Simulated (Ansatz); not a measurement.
**Question.** Name crystals whose computed values (DFT-r²SCAN in the program Ansatz with PAW potentials) fall in these windows: G_Hill (GPa) 150 to 190; gap (eV) 7.3 to 9.4; Θ_D (K) 1000 to 1500.

**Answer.** 

```json
[
 {"crystal": "BeO, P6_3mc (Be on 2a, Be on 2b, O on 2a, O on 2b)", "G_Hill (GPa)": "167", "gap (eV)": "8.53", "Θ_D (K)": "1280"},
 {"crystal": "BeO, wurtzite", "G_Hill (GPa)": "167", "gap (eV)": "8.55", "Θ_D (K)": "1280"}
]
```
Others may fit too.

Not the usual ambient phase: BeO, P6_3mc (Be on 2a, Be on 2b, O on 2a, O on 2b). All cells were relaxed under the symmetry of their starts (and spin orders); stability against distortions was not tested throughout.

Potentials: the later of the program's two PAW sets.
